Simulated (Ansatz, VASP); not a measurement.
# One calculation of Si, two programs

```xyz
2
Lattice="0.0000 2.7221 2.7221 2.7221 0.0000 2.7221 2.7221 2.7221 0.0000" Properties=species:S:1:pos:R:3 pbc="T T T"
Si    1.3611    1.3611    1.3611
Si    0.0000    0.0000    0.0000
```

Alike in both runs: task single point; functional r2SCAN; k mesh 6 × 6 × 6; no spin polarisation.

```csv
,VASP,Ansatz
version,VASP 6.6.1,Ansatz 0.2.0
potentials or method,"VASP PAW PBE potentials, release 64 (Si)","plane waves, PAW"
plane-wave cutoff (eV),520,500
occupations,"gaussian, width 0.01 eV",fixed
valence electrons in the cell,8,8
```

|  | VASP | Ansatz | Ansatz less VASP |
| --- | --- | --- | --- |
| gap on the k mesh at the Fermi level (eV) | 0.93 | 0.92 | -0.015 |
| pressure (GPa) | -0.2 | 0.1 | +0.24 |

Caveats: the PAW data sets were made with another functional, which shifts forces and pressure a little (VASP). A k mesh can miss the band edges.
